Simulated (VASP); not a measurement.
Set up this calculation in VASP 6.6.1, as the native input.

* Task: relaxation of cell and atoms
* Functional: BLYP
* Dispersion: D3
* Potentials or basis: VASP PAW PBE potentials, release 64 (Fe)
* Cutoff: 600 eV
* k mesh: 13 × 13 × 13
* Occupations: fermi-dirac, width 0.05 eV
* Spin: collinear spin, ferromagnetic start
* Starting moments: [3.0] μB
* Further INCAR settings: ALGO = Fast; EDIFF = 1e-06; IBRION = 2; EDIFFG = -0.02; NSW = 40; ISIF = 3

The structure of Fe lies in POSCAR:

```
Fe
1.0
   -1.4430000000      1.4430000000      1.4430000000
    1.4430000000     -1.4430000000      1.4430000000
    1.4430000000      1.4430000000     -1.4430000000
Fe
1
Direct
    0.0000000000      0.0000000000      0.0000000000
```

One way to write it, as run:

INCAR

```
SYSTEM = Fe
AGGAC = 1.0
AGGAX = 1.0
ALDAC = 0.0
ALDAX = 1.0
ALGO = Fast
EDIFF = 1E-6
EDIFFG = -0.02
ENCUT = 600
GGA = B5
IBRION = 2
ISIF = 3
ISMEAR = -1
ISPIN = 2
IVDW = 11
LASPH = .TRUE.
LCHARG = .FALSE.
LMAXMIX = 4
LORBIT = 11
LREAL = .FALSE.
LWAVE = .FALSE.
MAGMOM = 3
NELM = 150
NSW = 40
PREC = Accurate
SIGMA = 0.05
VDW_S6 = 1.0
VDW_S8 = 1.682
VDW_SR = 1.094
VDW_SR8 = 1.0
```

KPOINTS

```
k-points
0
G
  13 13 13
  0 0 0
```

Potentials or basis: VASP PAW PBE potentials, release 64 (Fe).

Launch:

```console
$ cat potpaw_PBE.64/Fe/POTCAR > POTCAR
$ mpirun -np 1 vasp_std > vasp.out
```

It gave:

```
Relaxed volume                                        : 11.12 Å³/atom
Relaxed cell                                          : a = 2.435 Å, b = 2.435 Å, c = 2.435 Å, α = 109.47°, β = 109.47°, γ = 109.47°
Space group after relaxing (to 0.05 Å)                : Im-3m (No. 229)
Energy gained by relaxing                             : 42.0 meV/atom
Ionic steps                                           : 3
Pressure after relaxing                               : -0.2 GPa
Band gap on the k mesh                                : none (metal or under the smearing width)
Net moment                                            : 2.08 μB per cell
Site moments                                          : Fe +2.07 μB
Valence electrons inside the program's atomic spheres : Fe 7.36
Dispersion energy per atom                            : -0.620 eV
```

Caveat: the PAW data sets were made with another functional, which shifts forces and pressure a little; pairwise dispersion overbinds metals, which lowers pressure and volume.

Run time: 37 s on 1 thread of Intel(R) Xeon(R) 6975P-C (Granite Rapids), with other jobs on the host, peak memory 0.15 GiB.
